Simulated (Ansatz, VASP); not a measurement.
C in VASP and in Ansatz

File INCAR:

```
SYSTEM = C
  ALGO = Normal
  EDIFF = 1E-6
  ENCUT = 520
  GGA = CA
  ISIF = 2
  ISMEAR = 0
  LASPH = .TRUE.
  LCHARG = .FALSE.
  LREAL = .FALSE.
  LWAVE = .FALSE.
  NBANDS = 11
  NELM = 100
  PREC = Accurate
  SIGMA = 0.05
```

File KPOINTS:

```
k-points
0
G
  12 12 12
  0 0 0
```

Contents of POSCAR:

```
C
1.0
    0.0000000000      1.8086696381      1.7234812981
    1.8086696381      0.0000000000      1.7234812981
    1.8086696381      1.8086696381      0.0000000000
C
2
Direct
    0.5000000000      0.5000000000      0.5000000000
    0.7500000000      0.7500000000      0.7500000000
```

Input for Ansatz:

```yaml
crystal:
  lattice:
    - [0.0, 1.8086696381, 1.7234812981]
    - [1.8086696381, 0.0, 1.7234812981]
    - [1.8086696381, 1.8086696381, 0.0]
  atoms:
    - { symbol: C, position: [0.5, 0.5, 0.5] }
    - { symbol: C, position: [0.75, 0.75, 0.75] }
basis:
  ecutwfc: 520.0
kpoints:
  mp_grid: { grid: [12, 12, 12] }
hamiltonian:
  xc: lda
  pseudopotentials: { kind: paw, azcp: { folder: soft_1 } }
scf:
  occupations: { method: gaussian, width: 0.05 }
output:
  forces: true
  stress: true
  eigenvalues: true
```

Alike in both runs: task single point; functional LDA; k mesh 12 × 12 × 12; occupations gaussian, width 0.05 eV; no spin polarisation.

|  | VASP | Ansatz |
| --- | --- | --- |
| version | VASP 6.6.1 | Ansatz 0.2.0 |
| potentials or method | VASP PAW LDA potentials, release 64 (C) | scalar-relativistic, plane waves, PAW |
| plane-wave cutoff (eV) | 520 | 520 |
| valence electrons in the cell | 8 | 8 |

|  | VASP | Ansatz | Ansatz less VASP |
| --- | --- | --- | --- |
| gap on the k mesh at the Fermi level (eV) | 2.94 | 2.95 | +0.008 |
| least direct gap on the mesh (eV) | 4.73 | 4.73 | -0.002 |
| pressure (GPa) | -9.0 | -10.6 | -1.57 |
| largest component of the traceless stress (GPa) | 28.44 | 28.49 | +0.047 |

Ansatz warned: «pseudo_functional_mismatch».
